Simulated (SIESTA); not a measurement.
PtS2 under changes of volume

One of the cells (18.261 Å³/atom); the others are scaled copies at fixed shape and fractional positions:

```
Pt S
1.0
     3.54320    0.00000    0.00000
    -1.77160    3.06850    0.00000
     0.00000    0.00000    5.03880
Pt S
1 2
Cartesian
  0.0000 0.0000 0.0000
  1.7716 1.0228 3.8950
  0.0000 2.0457 1.1438
```

```yaml
Program: SIESTA 5.4.2
Functional: vdW-DF-cx
Potentials_or_basis: PseudoDojo 0.4 standard (PBE files)
Basis: DZP (energy shift 0.003 Ry; two zetas on semicore shells)
Grid_cutoff: 800 Ry
Energy_shift: 0.003 Ry
k_mesh: 9 × 9 × 5
Occupations: fermi-dirac, width 0.05 eV
Spin: no spin polarisation
```

```csv
volume (Å³/atom),energy over the lowest point (meV/atom),pressure (GPa),gap on the mesh (eV),largest force (eV/Å)
17.165,163.63,24.4,0.99,3.097
17.531,113.71,19.5,0.97,2.677
17.896,74.14,15.3,0.95,2.289
18.261,?,?,?,?
18.626,22.03,7.9,0.90,1.595
18.992,7.67,4.8,0.87,1.288
19.357,0.00,2.0,0.84,1.003
```

Q: What does the run at 18.261 Å³/atom give?

A: Energy over the lowest point 43.87 meV/atom; pressure 11.4 GPa; gap on the mesh 0.93 eV; largest force 1.927 eV/Å.

Worked out: A Birch-Murnaghan fit of order 3 (a polynomial in V^(-2/3)) to the other rows has its minimum at 19.64 Å³/atom, just outside them, with B0 = V·E''(V) = 133 GPa and B' = 4.6 at fixed shape and positions, which overstates the stiffness. It gives 43.94 meV/atom at 18.261 Å³/atom, against the run's 43.87, and -dE/dV = 11.4 GPa, against 11.4. A straight line through the other rows of the gap, of slope -1.25 eV per unit of ln V, gives 0.92 eV, against the run's 0.93.

Energies are extrapolated to zero smearing.

Caveats: short orbitals over semicore shells can move pressures by several GPa; the potentials were made for another functional, which shifts forces and pressure; spin-orbit coupling is left out, which moves the levels of the heavy elements; an odd mesh through Γ misses points on the zone boundary, where band edges often lie; the basis of atomic orbitals isn't converged, which shifts pressures, moduli and gaps.
